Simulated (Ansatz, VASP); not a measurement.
**BeS in VASP and in Ansatz**

File INCAR:

```
PREC = Accurate ; ENCUT = 520
EDIFF = 1E-7 ; ISMEAR = 0
SIGMA = 0.02 ; LREAL = False
LASPH = True ; NELM = 100
ALGO = Normal ; ISIF = 2
LWAVE = False ; LCHARG = False
GGA = PE ; NBANDS = 11
```

The input KPOINTS:

```
Automatic mesh
0
Gamma
  8 8 8
```

Contents of POSCAR:

```
BeS
1.0
    0.0000000000      2.3627089405      2.3627089405
    2.3627089405      0.0000000000      2.3627089405
    2.3627089405      2.3627089405      0.0000000000
Be S
1 1
Direct
    0.7500000000      0.7500000000      0.7500000000
    0.0000000000      0.0000000000      0.0000000000
```

Input for Ansatz:

```yaml
crystal:
  lattice:
    - [0.0, 2.3627089405, 2.3627089405]
    - [2.3627089405, 0.0, 2.3627089405]
    - [2.3627089405, 2.3627089405, 0.0]
  atoms:
    - { symbol: Be, position: [0.75, 0.75, 0.75] }
    - { symbol: S, position: [0.0, 0.0, 0.0] }
basis:
  ecutwfc: 420
kpoints:
  mp_grid: { grid: [8, 8, 8] }
hamiltonian:
  xc: pbe
scf:
  occupations: { method: gaussian, width: 0.02 }
output:
  forces: true
  stress: true
  eigenvalues: true
  write_density: true
  write_potential: true
  elf: true
  volumetric_format: npy
```

Alike in both runs: task single point; functional PBE; k mesh 8 × 8 × 8; occupations gaussian, width 0.02 eV; no spin polarisation.

|  | VASP | Ansatz |
| --- | --- | --- |
| version | VASP 6.6.1 | Ansatz 0.2.0 |
| potentials or method | VASP PAW PBE potentials, release 64 (Be, S) | scalar-relativistic, plane waves, PAW |
| plane-wave cutoff (eV) | 520 | 420 |
| valence electrons in the cell | 8 | 8 |

```csv
,VASP,Ansatz,Ansatz less VASP
gap on the k mesh at the Fermi level (eV),2.92,2.92,-0.001
least direct gap on the mesh (eV),5.62,5.60,-0.020
pressure (GPa),10.5,10.5,0.00
```

A k mesh can miss the band edges.
